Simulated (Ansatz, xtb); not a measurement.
## Loss of HCl: C4H9Cl → C4H8 + HCl

Species: C4H9Cl (1-chlorobutane) `CCCCCl`, singlet; C4H8 (1-butene) `C=CCC`, singlet; HCl (hydrogen chloride), singlet. 

Shapes, held fixed at every level: PBE0-D4/def2-TZVP. Flexible molecules stand in one conformer, not always the lowest. Programs: Ansatz 0.2.0, xtb 6.7.1. The zero-point and thermal change to 298 K, harmonic and unscaled (PBE0-D4/def2-TZVP), is -16.9 kJ/mol.

**Question.** Estimate the reaction enthalpy at 298 K.

**Answer.** From tabulated heats of formation (Active Thermochemical Tables, CRC Handbook of Chemistry and Physics), ΔH(298 K) = +62.2 kJ/mol. Nearest: CCSD/def2-SVP (-0.3); farthest: wB97X/6-31G* (spherical functions) (+43.8). 5 of 9 levels lie within 10 kJ/mol. The heats of C4H9Cl come from older tables and can be uncertain by 10 kJ/mol or more. The CBS estimate extrapolates MP2 from def2-TZVPP and def2-QZVPP and adds CCSD(T) − MP2 in the triple-zeta set, cores frozen. Times are processor times on shared x86 and Arm servers, and rough.

| level | kind | ΔH (kJ/mol) | computed − measured | CPU time (all species) |
| --- | --- | --- | --- | --- |
| GFN1-xTB | semi-empirical | +98.2 | +36.0 | 0.17 s |
| BLYP/6-31G* (spherical functions) | GGA | +65.7 | +3.5 | 22 s |
| PBE0-D4/def2-TZVPP | global hybrid | +79.4 | +17.2 | 15 s |
| HSE06/6-31G* (spherical functions) | range-separated hybrid | +104.3 | +42.1 | 27 s |
| wB97X/6-31G* (spherical functions) | range-separated hybrid | +106.0 | +43.8 | 94 s |
| B2PLYP/def2-TZVPP | double hybrid | +55.4 | -6.8 | 31 s |
| CCSD/def2-SVP | coupled cluster or CI | +61.9 | -0.3 | – |
| CCSD(T)/def2-TZVPP | coupled cluster or CI | +60.7 | -1.5 | 13 min |
| CCSD(T)/CBS estimate | coupled cluster or CI | +64.1 | +1.9 | 15 min |
